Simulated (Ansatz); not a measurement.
# Sn: the cost of one run

Program: Ansatz 0.2.0. Level of theory: DFT PBE, scalar-relativistic, plane waves, PAW. These are calculated values, not measurements.

### Step 1. The structure to begin with

It takes space group I4_1/amd (No. 141, tetragonal). The conventional cell has a = 5.880 Å, b = 5.880 Å, c = 3.199 Å, α = 90.00°, β = 90.00°, γ = 90.00°. Sn (site symmetry -4m2) is surrounded by 6 Sn at 3.05 to 3.20 Å.

As a file:

```cif
data_structure
_symmetry_space_group_name_H-M 'P 1'
_symmetry_Int_Tables_number 1
_cell_length_a 4.4550
_cell_length_b 4.4550
_cell_length_c 4.4550
_cell_angle_alpha 97.405
_cell_angle_beta 97.405
_cell_angle_gamma 137.923
_cell_volume 55.30
loop_
_atom_site_label
_atom_site_type_symbol
_atom_site_fract_x
_atom_site_fract_y
_atom_site_fract_z
_atom_site_occupancy
Sn1 Sn 0.75000 0.25000 0.50000 1
Sn2 Sn 0.00000 0.00000 0.00000 1
```

It goes back to an entry of the Materials Project.

No relaxation comes first: the listed cell is the starting point.

### Step 2. The reference cell

The reference gives a free energy of -12048.3438 eV, pressure 1.38 GPa, largest force 0.000 eV/Å and gap on the mesh none (metal). It was computed beforehand with the settings of the runs below.

### Step 3. Setting up one atom moved over a plane

Atom 1 (Sn) is moved by p along (0.000, 1.000, 0.000) and q along (0.000, 0.000, 1.000) (Å), all else fixed; its images in the other cells move with it. Points alike by symmetry are run once.

### Step 4. At p = -0.450, q = -0.450

The input, input.yaml:

```yaml
crystal:
  lattice:
    - [-2.9401404553, 2.9401404553, 1.5993019889]
    - [2.9401404553, -2.9401404553, 1.5993019889]
    - [2.9401404553, 2.9401404553, -1.5993019889]
  atoms:
    - { symbol: Sn, position: [0.5327866683, 0.1093136246, 0.4234730437] }
    - { symbol: Sn, position: [0.0, 0.0, 0.0] }
basis:
  ecutwfc: 420
kpoints:
  mp_grid: { grid: [16, 16, 16] }
hamiltonian:
  xc: pbe
scf:
  occupations: { method: gaussian, width: 0.15 }
output:
  forces: true
  stress: true
  eigenvalues: true
  write_density: true
  write_potential: true
  elf: true
  volumetric_format: npy
```

Started as:

```console
$ ansatz run input.yaml --threads 1 --pin off --max-ram 2560MiB --backend cpu --events-out ev --progress --plain --runs-dir out
```

**Question.** How long does this run take on 1 thread of Arm Neoverse V1, shared host, and how much memory does it need?

About 73 s, with a peak of 0.98 GiB.
